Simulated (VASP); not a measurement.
NaCl, 2 atoms in the cell. The structure is cubic, space group Pm-3m (No. 221). Conventional cell: a = 3.502 Å, b = 3.502 Å, c = 3.502 Å, α = 90.00°, β = 90.00°, γ = 90.00°. Na (site symmetry m-3m) has 8 Cl at 3.03 Å as nearest neighbours. Cl (site symmetry m-3m) is surrounded by 8 Na at 3.03 Å. Measurements of this composition are mostly on another form, of space group No. 225.

| Quantity | Value |
| --- | --- |
| Program | VASP 6.6.1 |
| Task | single point |
| Functional | PBE |
| Potentials or basis | VASP PAW PBE potentials, release 64 (Na_pv, Cl) |
| Cutoff | 520 eV |
| k mesh | 6 × 6 × 6 |
| Occupations | gaussian, width 0.1 eV |
| Spin | no spin polarisation |
| Dipole correction | no |
| Further INCAR settings | ALGO = Normal; EDIFF = 1e-06; NBANDS = 14 |

Potentials or basis: VASP PAW PBE potentials, release 64 (Na_pv, Cl).

Command:

```sh
$ cat potpaw_PBE.64/Na_pv/POTCAR potpaw_PBE.64/Cl/POTCAR > POTCAR
$ mpirun -np 1 vasp_std > vasp.out
```

Hardware: 1 thread of Intel(R) Xeon(R) Platinum 8259CL CPU @ 2.50GHz (Skylake/Cascade Lake), with other jobs on the host.

**Question.** How long does it take, and how much memory?

**Answer.** It took 11 s on 1 thread of Intel(R) Xeon(R) Platinum 8259CL CPU @ 2.50GHz (Skylake/Cascade Lake) (shared host), peak memory 0.15 GiB. Counts: scf iterations 12, k points 20.
